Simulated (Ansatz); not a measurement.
A run of Ansatz 0.2.0 is set up as follows.

Contents of input.yaml:

```yaml
crystal:
  lattice:
    - [0.0, 2.72525, 2.72525]
    - [2.72525, 0.0, 2.72525]
    - [2.72525, 2.72525, 0.0]
  atoms:
    - { symbol: Ga, position: [0.0, 0.0, 0.0] }
    - { symbol: P, position: [0.75, 0.75, 0.75] }
kpoints:
  mp_grid: { grid: [8, 8, 8] }
scf:
  occupations: { method: fermi_dirac, width: 0.05 }
hamiltonian:
  xc: blyp
  pseudopotentials: { kind: all_electron, lapw: { basis_error: 0.001 } }
output:
  forces: true
  stress: true
relax:
  f_tol: 0.01
  max_steps: 60
  cell: {}
```

Potentials or basis: all-electron LAPW, scalar-relativistic.

Launch:

```bash
$ ansatz run input.yaml --threads 1 --pin off --max-ram 3072MiB --backend cpu --events-out ev --progress --plain --runs-dir out
```

(1) Predict the relaxed volume.

(2) Estimate the space group after relaxing (to 0.05 Å).

(3) Predict the relaxed cell.

(4) What does it give for the band gap on the k mesh?

## Answers

(1) 21.94 Å³/atom.

(2) F-43m (No. 216).

(3) a = 3.959 Å, b = 3.959 Å, c = 3.959 Å, α = 60.00°, β = 60.00°, γ = 60.00°.

(4) 1.03 eV.
